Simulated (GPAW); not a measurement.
# How the form of the self-energy moves the gap of CdTe (F-43m), part 2 of 2

How much does the gap of CdTe (F-43m) depend on the approximation to the self-energy?

GPAW 26.7.0; LDA and many-body steps on it, plane waves. Known limits of the many-body steps: not at the basis limit; no spin-orbit coupling; coarse k mesh.

So far. Step 2 (Empty states on the mesh, 4×4×4 mesh, 786 bands): On this mesh the gap is 0.608 eV. Step 3 (G0W0, Godby-Needs plasmon pole): The gap on the mesh goes from 0.61 eV to 1.54 eV, a correction of +0.93 eV.

The database entry behind the starting cell differs from later determinations by our own check (an axis about 1.1 % short against later determinations), so it need not match the best structure at ambient conditions.

### 5. G0W0, extrapolated in the cutoff

This step: G0W0 on LDA, plane waves, PAW.

The input, run.py:

```python
import json
import numpy as np
from gpaw.mpi import world
from gpaw.response.g0w0 import G0W0

gw = G0W0('full.gpw',
    filename='gw',
    kpts=[0],
    bands=(7, 11),
    ecut=300.0,
    integrate_gamma='WS',
    ppa=True,
    ecut_extrapolation=True)
gw.calculate()
res = {mode: {k: v for k, v in r.items() if k != 'sigma_eskwn'}
       for mode, r in gw.all_results.items()}

if world.rank == 0:
    with open('result.json', 'w') as f:
        json.dump(res, f, default=lambda x: x.tolist())
```

On the command line:

```
$ mpirun -n 4 gpaw python run.py
```

Numbers of over 12 decimals in the logs are rounded to 6 here.

Output:

```text
Using integrator: PointIntegrator
FrequencyGridDescriptor(from 0.000+0.000j to 0.000+27.211j eV, 2 points)
Nonperiodic BCs:  [False False False]
Using integrator: PointIntegrator
FrequencyGridDescriptor(from 0.000+0.000j to 0.000+27.211j eV, 2 points)
Nonperiodic BCs:  [False False False]
  ___  _ _ _
 |   || | | |
 | | || | | |
 |__ ||_____|
 |___|

BZ k-points: Symmetries present (total): 24

  [... matrices ...]
64 k-points: 4 x 4 x 4 Monkhorst-Pack grid + [1/8,1/8,1/8]
8 k-points in the irreducible part of the Brillouin zone
       k-points in crystal coordinates                weights
   0:     0.00000000    0.00000000    0.00000000          1/64
   1:     0.25000000    0.25000000    0.00000000          6/64
   2:     0.25000000    0.25000000    0.25000000          8/64
[...]
6:     0.50000000    0.50000000    0.25000000         24/64
   7:     0.50000000    0.50000000    0.50000000          4/64

Distributing spins, k-points and bands (1 x 1 x 4) over 4 processes
Number of blocks: 1

Quasi particle states:
k-points (IBZ indices): [0]
Band range: (7, 11)
  [... matrices ...]
Computational parameters:
Extrapolating to infinite plane wave cut-off using points at:
  258.532 eV
  277.345 eV
  300.000 eV
Number of bands: 776
Coulomb cutoff: None
Broadening: 0.1 eV

fxc modes: GW
Kernel: RPA
Using Godby-Needs plasmon-pole approximation:
  Fitting energy: i*E0, E0 = 1.000 Hartree
Summing all q:

Calculating screened Coulomb potential
No Coulomb truncation
FrequencyGridDescriptor(from 0.000+0.000j to 0.000+27.211j eV, 2 points)
Removing empty qpoint cache files...

Calculating chi0 body with:
    Ground state adapter containing:
    Number of spins: 1
    Number of kpoints: 64
    Number of irreducible kpoints: 8
[...]
Linear response parametrization:
    q_c: [0.0, 0.0, 0.0]
    Number of frequency points: 2
    Planewave cutoff: 300.0
    Number of bands: 776
    Number of planewaves: 749
    Broadening (eta): 1e-06
    comm.size: 4
    kncomm.size: 4
    blockcomm.size: 1

    Memory estimate of potentially large arrays:
        chi0_wGG: 17.120392 M / cpu
Integrating chi0 body.

Symmetries of q_c:
    Direct symmetries (Uq -> q): 24
    Indirect symmetries (TUq -> q): 24
In total 48 allowed symmetries.

  [... matrices ...]
8 groups of equivalent kpoints. 87.5% reduction.

Integral kind: response function
Integrating chi0 head and wings.

Symmetries of q_c:
    Direct symmetries (Uq -> q): 24
    Indirect symmetries (TUq -> q): 24
In total 48 allowed symmetries.

  [... matrices ...]
8 groups of equivalent kpoints. 87.5% reduction.

Integral kind: response function wings

Calculating chi0 body with:
    Ground state adapter containing:
    Number of spins: 1
    Number of kpoints: 64
    Number of irreducible kpoints: 8
    Number of completely occupied states: 9
    Number of partially occupied states: 9
    Occupied states memory: 1.8984375 M / cpu

    Linear response parametrization:
[... the further q-points ...]
Extrapolating selfenergy to infinite energy cutoff:
  Performing linear fit to 3 points
  Warning: Bad quality of linear fit for some (n,k).
           Higher cutoff might be necessary.
  Minimum R^2 = 0.5947. (R^2 Should be close to 1)
  [... matrices ...]
Results:
f:      Occupation numbers
eps:     KS-eigenvalues [eV]
vxc:     KS vxc [eV]
exx:     Exact exchange [eV]
sigma:   Self-energies [eV]
dsigma:  Self-energy derivatives
Z:       Renormalization factors
qp:      QP-energies [eV]

k-point 0 (0): (0.000, 0.000, 0.000)                GW
band       f     eps     vxc     exx   sigma  dsigma       Z      qp
                                                                   GW
   7   1.000   3.777 -16.571 -18.178   1.085  -0.265   0.790   3.365
   8   1.000   3.777 -16.571 -18.178   1.085  -0.265   0.790   3.365
   9   0.000   4.385 -13.972  -9.625  -3.661  -0.246   0.803   4.936
  10   0.000   8.267 -11.406  -6.804  -4.213  -0.256   0.796   8.578
```

The job ended after 30 min (4 MPI ranks of Intel Xeon 6975P-C (Granite Rapids), shared host; peak memory 2.6 GiB; 2 h of CPU time).

This step gave:

```
quasiparticle gap on the points computed              : 1.571 eV
least direct quasiparticle gap on the computed points : 1.571 eV
Z at the valence top                                  : 0.7903
Z at the conduction bottom                            : 0.8026
starting gap on the mesh                              : 0.6080 eV
k of the valence top                                  : 0, 0, 0
k of the conduction bottom                            : 0, 0, 0
gaps at the cutoffs of the extrapolation              : 1.549, 1.551, 1.553 eV
```

Against G0W0 in GPAW (4×4×4 mesh, 361 bands, screening to 180 eV, Godby-Needs plasmon pole), the gap moves by +0.029 eV.

### 6. One-shot Hartree-Fock

This step: one-shot Hartree-Fock levels on LDA orbitals, plane waves, PAW.

The input, run.py:

```python
import json
import numpy as np
from gpaw.mpi import world
from gpaw.hybrids.eigenvalues import non_self_consistent_eigenvalues

dft, vxc, vxc_hyb = non_self_consistent_eigenvalues('full.gpw', 'EXX', 7, 11, kpt_indices=[0])
res = {'dft': dft[0], 'hybrid': (dft - vxc + vxc_hyb)[0]}
if world.rank == 0:
    with open('hybrid.txt', 'w') as f:
        for k, e0, e1 in zip([0], res['dft'], res['hybrid']):
            print(k, ' '.join(f'{x:9.4f}' for x in e0), '|', ' '.join(f'{x:9.4f}' for x in e1), file=f)

if world.rank == 0:
    with open('result.json', 'w') as f:
        json.dump(res, f, default=lambda x: x.tolist())
```

On the command line:

```
$ mpirun -n 4 gpaw python run.py
```

Output:

```text
IBZ(<points: 8, symmetries: 24>)
Occupied bands: 9
Transforming wave functions from IBZ to BZ: 0.020 seconds
Distributing wave functions and iFFT-ing to real space: 0.078 seconds
Calculating eigenvalues:
  k-points: 1
  Bands: 7-10 (inclusive)
  Seconds: 0.186 (wave-function broadcasting: 0.003 seconds)
HSE06-eigenvalue shifts:
  min: -1.606 eV
  ave: 1.434 eV
  max: 4.603 eV
```

Elapsed: 3.2 s, on 4 MPI ranks; peak memory 0.69 GiB.

This step gave:

```yaml
starting_gap_on_the_mesh: 0.6080 eV
hybrid_gap_on_the_mesh: 6.561 eV
least_direct_hybrid_gap_on_the_computed_points: 6.561 eV
```

### 7. G0W0, full frequency, Hilbert transform

This step: G0W0 on LDA, plane waves, PAW.

The input, run.py:

```python
import json
import numpy as np
from gpaw.mpi import world
from gpaw.response.g0w0 import G0W0

gw = G0W0('full.gpw',
    filename='gw',
    kpts=[0],
    bands=(7, 11),
    ecut=180,
    nbands=361,
    integrate_gamma='WS',
    frequencies={'type': 'nonlinear', 'domega0': 0.1, 'omega2': 15.0},
    eta=0.1,
    nblocksmax=True)
gw.calculate()
res = {mode: {k: v for k, v in r.items() if k != 'sigma_eskwn'}
       for mode, r in gw.all_results.items()}

if world.rank == 0:
    with open('result.json', 'w') as f:
        json.dump(res, f, default=lambda x: x.tolist())
```

On the command line:

```
$ mpirun -n 4 gpaw python run.py
```

Output:

```text
Using integrator: PointIntegrator
NonLinearFrequencyDescriptor(from 0.000 to 185.561 eV, 304 points)
Nonperiodic BCs:  [False False False]
Using integrator: PointIntegrator
NonLinearFrequencyDescriptor(from 0.000 to 185.561 eV, 304 points)
Nonperiodic BCs:  [False False False]
  ___  _ _ _
 |   || | | |
 | | || | | |
 |__ ||_____|
 |___|

BZ k-points: Symmetries present (total): 24

  [... matrices ...]
64 k-points: 4 x 4 x 4 Monkhorst-Pack grid + [1/8,1/8,1/8]
8 k-points in the irreducible part of the Brillouin zone
       k-points in crystal coordinates                weights
[...]
Results:
f:      Occupation numbers
eps:     KS-eigenvalues [eV]
vxc:     KS vxc [eV]
exx:     Exact exchange [eV]
sigma:   Self-energies [eV]
dsigma:  Self-energy derivatives
Z:       Renormalization factors
qp:      QP-energies [eV]

k-point 0 (0): (0.000, 0.000, 0.000)                GW
band       f     eps     vxc     exx   sigma  dsigma       Z      qp
                                                                   GW
   7   1.000   3.777 -16.571 -18.178   1.187  -0.347   0.742   3.466
   8   1.000   3.777 -16.571 -18.178   1.187  -0.347   0.742   3.466
   9   0.000   4.385 -13.972  -9.625  -3.602  -0.300   0.769   4.958
  10   0.000   8.267 -11.406  -6.804  -4.178  -0.362   0.734   8.578
```

The job ended after 4.1 min (4 MPI ranks; peak memory 4.4 GiB).

Numbers from this step:

| Item | Value |
| --- | --- |
| G0W0 gap on the points computed | 1.492 eV |
| least direct G0W0 gap on the computed points | 1.492 eV |
| starting gap on the mesh | 0.6080 eV |
| k of the valence top | 0, 0, 0 |
| k of the conduction bottom | 0, 0, 0 |

Against G0W0 in GPAW (4×4×4 mesh, 361 bands, screening to 180 eV, Godby-Needs plasmon pole), the gap moves by −0.049 eV.

### 8. The runs together

Times are wall times on 4 MPI ranks of Intel Xeon 6975P-C (Granite Rapids), shared host, good to a factor of about two.

```
                                    run   mesh  bands  screening cutoff (eV)  DFT gap (eV)  gap on the mesh (eV)  direct (eV)     time
         G0W0, Godby-Needs plasmon pole  4×4×4    361                    180         0.608                 1.542        1.542  1.8 min
                         one-shot HSE06  4×4×4      -                      -         0.608                 1.588        1.588    3.1 s
       G0W0, extrapolated in the cutoff  4×4×4      -                    300         0.608                 1.571        1.571   30 min
                  one-shot Hartree-Fock  4×4×4      -                      -         0.608                 6.561        6.561    3.2 s
G0W0, full frequency, Hilbert transform  4×4×4    361                    180         0.608                 1.492        1.492  4.1 min
```

### 9. Results

```json
{
  "G0W0, Godby-Needs plasmon pole": "1.542 eV",
  "one-shot HSE06": "1.588 eV",
  "G0W0, extrapolated in the cutoff": "1.571 eV",
  "one-shot Hartree-Fock": "6.561 eV",
  "G0W0, full frequency, Hilbert transform": "1.492 eV",
  "known limits": "not at the basis limit; no spin-orbit coupling; coarse k mesh"
}
```

**Reading.** One-shot HSE06: +0.046 eV against G0W0, Godby-Needs plasmon pole. G0W0, extrapolated in the cutoff: +0.029 eV against G0W0, Godby-Needs plasmon pole, at other bands or cutoff, so not like for like. One-shot Hartree-Fock: +5.019 eV against G0W0, Godby-Needs plasmon pole. G0W0, full frequency, Hilbert transform: −0.049 eV against G0W0, Godby-Needs plasmon pole. Bare exchange alone opens the gap to 6.56 eV; against G0W0, correlation takes back 5.02 eV. One-shot hybrid levels are evaluated on the LDA orbitals. Bands and cutoff are finite, so the gap is not at the basis limit. The miss can reach some tenths of an eV and take either sign; the mesh is an error of its own. These stock PAW sets were not made for GW; the filled d or f shell of Te lies in the frozen core, which bears on start and correction. In the G0W0 runs levels were corrected at 1 k point alone, so a gap called «on the mesh» is the least over those, and an edge elsewhere would be missed. The program warns of a poor linear fit in the extrapolation of some level, so the extrapolated values are rough. The 4×4×4 mesh is coarse for this cell, which bears on the long-range parts of exchange and screening. The many-body steps are scalar-relativistic: spin-orbit coupling is not in them.

[Paths, hosts, dates, memory and timing lines, banners, echoed tables and standing remarks are left out of the program output.]

[Logs are printed without paths, hosts, clocks, repeated set-up lines and the standing remarks that a program may print on its own settings, such as how far it seeks lower states.]

[Runs of the session that timed out or met a known fault of the program may be left out.]

[Hosts, paths, dates, database ids (printed as entryN), source tags and the programs' standing remarks are cut or masked in the printed files.]
